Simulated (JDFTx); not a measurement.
# Ag: single point with PBE

Ag:

```
Ag
1.0
    -1.66744    1.70967    1.67800
     1.64484   -1.66248    1.60821
     1.64974    1.64478   -1.63081
Ag
1
Direct
  0.00036 0.98336 0.99733
```

The cell isn't the ideal one: cell strained at random at fixed volume.

| Quantity | Value |
| --- | --- |
| Program | JDFTx 1.7.0 (patched build) |
| Task | single point |
| Functional | PBE |
| Potentials or basis | PseudoDojo-SR-PBE-0.5-standard |
| Cutoff | 1116 eV |
| Density cutoff | 4463 eV |
| k mesh | 11 × 11 × 11 |
| Occupations | fermi-dirac, width 0.05 eV |
| Spin | no spin polarisation |
| Bands | 15 |
| Density cutoff over wavefunction cutoff | 4 |
| Max SCF steps | 100 |
| SCF threshold on the energy | 1e-09 Ha |
| Solver of the electrons | scf |
| Further solve for the empty bands | yes |

```json
{"Pressure": "-0.9 GPa", "Band gap on the k mesh": "none (metal or under the smearing width)"}
```

Stress tensor (GPa, compression positive):
```
-0.94  0.53  0.64
 0.53 -0.67 -1.55
 0.64 -1.55 -1.07
```

Levels at points of the mesh, in eV from the Fermi level:
| k point | band 6 | band 7 | band 8 | band 9 | band 10 | band 11 | band 12 | band 13 | band 14 |
| --- | --- | --- | --- | --- | --- | --- | --- | --- | --- |
| (0.00, 0.00, 0.00) | -4.80 | -4.73 | -4.54 | -3.52 | -3.43 | 17.50 | 17.87 | 18.24 | 22.53 |

Run time: 3.3 min on 1 thread of Intel(R) Xeon(R) Platinum 8375C CPU @ 2.90GHz (Ice Lake), with other jobs on the host, peak memory 0.57 GiB.
